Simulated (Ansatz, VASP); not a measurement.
One calculation of Re, two programs

```
CELL_PARAMETERS angstrom
2.77673 0.00000 0.00000
-1.38836 2.40471 0.00000
0.00000 0.00000 8.95055
ATOMIC_POSITIONS crystal
Re 0.00000 0.00000 0.00000
Re 0.33333 0.66667 0.25000
Re 0.00000 0.00000 0.50000
Re 0.66667 0.33333 0.75000
```

Alike in both runs: functional PBE; k mesh 18 × 18 × 6; occupations gaussian, width 0.1 eV; no spin polarisation.

Ansatz relaxed the structure, and its values are those at the end. VASP's run is a single point on that final structure, the one shown.

|  | VASP | Ansatz |
| --- | --- | --- |
| version | VASP 6.6.1 | Ansatz 0.2.0 |
| potentials or method | VASP PAW PBE potentials, release 64 (Re) | scalar-relativistic, plane waves, PAW |
| plane-wave cutoff (eV) | 520 | 420 |
| valence electrons in the cell | 28 | 60 |

```tsv
	VASP	Ansatz	Ansatz less VASP
gap on the k mesh at the Fermi level (eV)	none	none	-
pressure (GPa)	-0.5	0.0	+0.51
```

A gap of «none» marks a metal or a gap that the smearing closes. The two sets of potentials don't hold the same shells in valence.

The runs have no spin-orbit coupling, so splittings on Re are missing.
